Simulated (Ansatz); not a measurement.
A run of Ansatz 0.2.0 is set up as follows.

Contents of input.yaml:

```yaml
crystal:
  lattice:
    - [6.3464495577, 0.0, 0.0]
    - [0.0, 3.49421554, 0.0]
    - [-0.5490254083, 0.0, 14.8561586148]
  atoms:
    - { symbol: Te, position: [0.06308657, 0.5, 0.40139181] }
    - { symbol: Te, position: [0.93626097, 0.0, 0.59892358] }
    - { symbol: Te, position: [0.56720469, 0.0, 0.36206281] }
    - { symbol: Te, position: [0.43253951, 0.5, 0.63827401] }
    - { symbol: Te, position: [0.09104745, 0.0, 0.13792275] }
    - { symbol: Te, position: [0.90945389, 0.5, 0.86175202] }
    - { symbol: Te, position: [0.58109276, 0.5, 0.09854983] }
    - { symbol: Te, position: [0.41934698, 0.0, 0.90115399] }
    - { symbol: Mo, position: [0.31968622, 0.0, 0.50682682] }
    - { symbol: Mo, position: [0.6797845, 0.5, 0.49352002] }
    - { symbol: Mo, position: [0.1814915, 0.5, 0.00653163] }
    - { symbol: Mo, position: [0.81900395, 0.0, 0.99308972] }
hamiltonian:
  xc: pbe
  pseudopotentials: { kind: paw }
kpoints:
  mp_grid: { grid: [3, 6, 2] }
scf:
  occupations: { method: fermi_dirac, width: 0.05 }
output:
  forces: true
  stress: true
  eigenvalues: true
relax:
  f_tol: 0.01
  max_steps: 40
  cell: { stress_tol: 0.05, p_target: 30.0 }
```

Potentials or basis: Ansatz PAW.

The run is started by

```bash
$ ansatz run input.yaml --threads 4 --pin off --max-ram 11264MiB --backend cpu --events-out ev --progress --plain --runs-dir out
```

Task: Predict the relaxed cell.

Result: a = 6.002 Å, b = 3.248 Å, c = 12.093 Å, α = 90.00°, β = 97.41°, γ = 90.00°.

Task: Estimate the relaxed volume.

Result: 19.48 Å³/atom.

Task: What does it give for the band gap on the k mesh?

Result: None (metal or under the smearing width).

Task: What does it give for the space group after relaxing (to 0.05 Å)?

Result: P2_1/m (No. 11).

Final structure:
```
Te Mo
1.0
     5.99732    0.00000   -0.23953
     0.00000    3.24785    0.00000
    -1.07953    0.00000   12.04510
Te Mo
8 4
Direct
  0.03338 0.50000 0.38113
  0.96662 0.00000 0.61886
  0.54325 0.00000 0.33145
  0.45675 0.50000 0.66855
  0.10513 0.00000 0.16958
  0.89487 0.50000 0.83042
  0.60505 0.50000 0.11881
  0.39495 0.00000 0.88119
  0.31557 0.00000 0.50462
  0.68443 0.50000 0.49537
  0.18905 0.50000 0.01033
  0.81095 0.00000 0.98967
```

Caveat: the volume moved by over 15 % at a fixed basis, so the end points are rough; this functional lacks dispersion, which binds the layers, so the pressure and a relaxed spacing across them are unreliable. Spin-orbit coupling is left out, which matters for the levels of Te.
